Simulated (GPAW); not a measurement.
The system is Ge.

```
Ge
1.0
    -2.49590    2.65086    1.43695
     2.49590   -2.65086    1.43695
     2.49590    2.65086   -1.43695
Ge
2
Direct
  0.31406 0.06406 0.25000
  0.68594 0.93594 0.75000
```

This isn't the form of Ge at room conditions, which is diamond.

```yaml
Program: GPAW 26.7.0
Task: relaxation of cell and atoms
Functional: revPBE
Dispersion: D3(BJ)
Potentials_or_basis: the program's PAW data sets (release 1.2.1) made for this functional
Cutoff: 600 eV
Basis: pw
k_mesh: 8 × 8 × 8
Occupations: fermi-dirac, width 0.05 eV
Spin: no spin polarisation
```

At the start: pressure -3.5 GPa; volume 19.01 Å³/atom.

**Question.** Where does the relaxation end?

**Answer.** Over 7 steps the energy falls by 11.6 meV/atom and the volume is 18.11 Å³/atom (-4.7 %); space group Imma (No. 74, to 0.05 Å).

The path:
```tsv
step	energy change (eV)	largest force (eV/Å)	pressure (GPa)	volume (Å³)
1	0.0000	0.0175	-3.53	38.03
2	-0.0070	0.0182	-2.95	37.69
3	-0.0223	0.0190	0.29	36.05
4	-0.0225	0.0185	0.08	36.14
5	-0.0227	0.0170	-0.08	36.22
6	-0.0230	0.0135	-0.17	36.26
7	-0.0231	0.0115	-0.08	36.23
```

Final structure:
```
Ge
1.0
    -2.43780    2.60221    1.42770
     2.43780   -2.60221    1.42770
     2.43780    2.60221   -1.42770
Ge
2
Cartesian
  0.0000 1.3011 0.1879
  2.4378 1.3011 1.2398
```

Caveat: later steps reuse the first step's grids; pairwise dispersion overbinds metals, which lowers pressure and volume.
